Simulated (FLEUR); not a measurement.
## ZrB2: equation of state with PBEsol

The system is ZrB2.

```xyz
3
Lattice="3.1700 0.0000 0.0000 -1.5850 2.7453 0.0000 0.0000 0.0000 3.5330" Properties=species:S:1:pos:R:3 pbc="T T T"
Zr    0.0000    0.0000    0.0000
B     1.5850    0.9151    1.7665
B     0.0000    1.8302    1.7665
```

```
Program             : FLEUR MaX-R8.1 (later development tree)
Task                : equation of state
Functional          : PBEsol
Potentials or basis : all-electron
Basis               : FLAPW
Kmax                : 4.65 1/bohr
k mesh              : 10 × 10 × 8
Occupations         : fermi-dirac, width 0.05 eV
Spin                : no spin polarisation
```

```json
{
  "Equilibrium volume": "10.08 Å³/atom",
  "Bulk modulus at fixed shape and positions": "250 GPa",
  "Pressure derivative of the bulk modulus": "3.9"
}
```

Energy against volume, from the lowest point:
```csv
volume (Å³/atom),energy (meV/atom)
9.634,16.48
9.839,4.57
10.044,0.00
10.249,2.05
10.454,10.12
10.659,23.63
10.864,42.05
```

Caveat: the cell was scaled at fixed shape and fractional positions, which overstates the stiffness of a crystal with free parameters, most of all of layers and chains.
